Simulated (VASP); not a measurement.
**GaN: single point with PBE**

Crystal: GaN.

```
Ga N
1.0
     0.00000    2.25350    2.02815
     2.25350    0.00000    2.02815
     2.25350    2.25350    0.00000
Ga N
1 1
Direct
  0.00000 0.00000 0.00000
  0.75000 0.75000 0.75000
```

Measurements of this composition are mostly on another form, of space group No. 186.

The cell isn't the ideal one: strain -0.1000 x Voigt [0, 0, 1, 0, 0, 0], atoms carried along.

```
Program                : VASP 6.6.1
Task                   : single point
Functional             : PBE
Potentials or basis    : VASP PAW PBE potentials, release 64 (Ga_d, N)
Cutoff                 : 520 eV
k mesh                 : 10 × 10 × 10
Occupations            : gaussian, width 0.05 eV
Spin                   : no spin polarisation
Dipole correction      : no
Further INCAR settings : ALGO = Normal; EDIFF = 1e-06; NBANDS = 16
```

The pressure is 29.3 GPa and the band gap on the k mesh is 2.12 eV, direct.

Stress tensor (GPa, compression positive):
```
26.65  0.00  0.00
 0.00 26.65  0.00
 0.00  0.00 34.58
```

Levels at points of the mesh, in eV from the valence-band top:
```csv
k point,band 6,band 7,band 8,band 9,band 10,band 11,band 12,band 13
"(0.00, 0.00, 0.00)",-13.42,-0.42,-0.42,0.00,2.12,10.61,10.88,10.88
"(0.50, 0.00, 0.00)",-12.17,-8.00,-1.76,-1.00,4.81,9.06,9.81,11.92
"(0.50, 0.50, 0.00)",-11.33,-6.00,-3.91,-3.91,2.69,5.73,13.38,14.39
"(0.50, 0.00, 0.50)",-11.99,-7.23,-3.07,-2.96,3.43,7.67,11.61,13.71
```

Run time: 25 s on 1 thread of Intel(R) Xeon(R) Platinum 8488C (Sapphire Rapids) (shared host), peak memory 0.16 GiB.

Caveat: so large a pressure means that the cell lies far from this level's equilibrium, or that cutoff or potentials fall short.
